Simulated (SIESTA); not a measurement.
Crystal: AlNi.

```
Ni Al
1.0
     2.88100    0.00000    0.00000
     0.00000    2.88100    0.00000
     0.00000    0.00000    2.88100
Ni Al
1 1
Direct
  0.50000 0.50000 0.50000
  0.00000 0.00000 0.00000
```

Base run:

| Quantity | Value |
| --- | --- |
| Program | SIESTA 5.4.2 |
| Functional | PBE |
| Potentials or basis | PseudoDojo 0.4 standard (PBE files) |
| Basis | DZP (energy shift 0.003 Ry; two zetas on semicore shells) |
| Grid cutoff | 800 Ry |
| Energy shift | 0.003 Ry |
| k mesh | 9 × 9 × 9 |
| Occupations | fermi-dirac, width 0.05 eV |
| Spin | collinear spin, ferromagnetic start |
| Starting moments | [1.0, 0.0] μB |

Its results: band gap on the k mesh none (metal or under the smearing width); pressure 0.3 GPa; net moment 0.00 μB per cell.

**Question.** The run is repeated on the same cell with these changes: functional from PBE to LDA; potentials or basis from PseudoDojo 0.4 standard (PBE files) to PseudoDojo 0.4 standard (LDA files). What comes out?

**Answer.** Band gap on the k mesh none (metal or under the smearing width); pressure -10.1 GPa; net moment 0.00 μB per cell.

Caveats: short orbitals over semicore shells can move pressures by several GPa; the basis of atomic orbitals isn't converged, which shifts pressures, moduli and gaps.
